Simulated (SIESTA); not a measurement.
## C in SIESTA: the effect of basis

Slab: C, a slab with vacuum.

```
CELL_PARAMETERS angstrom
2.45610 0.00000 0.00000
-1.22805 2.12706 0.00000
0.00000 0.00000 22.17327
ATOMIC_POSITIONS crystal
C 0.58338 0.16676 0.33825
C 0.91662 0.83324 0.33825
C 0.08338 0.16676 0.50203
C 0.41662 0.83324 0.50203
C 0.58338 0.16676 0.66175
C 0.91662 0.83324 0.66175
```

The slab is cut from a database's or a generator's crystal, which needn't be the stable form of the element.

Alike in all runs:

```yaml
Program: SIESTA 5.4.2
Task: single point
Functional: PBE
Potentials_or_basis: PseudoDojo 0.4 standard (PBE files)
Grid_cutoff: 500 Ry
Energy_shift: 0.003 Ry
k_mesh: 12 × 12 × 1
Occupations: fermi-dirac, width 0.05 eV
Spin: no spin polarisation
```

```csv
basis,gap on the mesh (eV),largest force (eV/Å)
SZ,none,0.16
SZP,none,0.13
DZ,?,?
DZP,0.00,0.03
DZDP,0.01,0.05
TZP,0.00,0.08
TZDP,0.02,0.09
```

Q: What does the run with basis DZ give?

A: gap on the mesh none; largest force 0.03 eV/Å.

Caveats: the basis of atomic orbitals isn't converged, which shifts pressures, moduli and gaps; the basis has no polarisation orbitals (some runs).

A k mesh can miss the band edges.

A gap of «none» marks a metal or a gap under the smearing width.
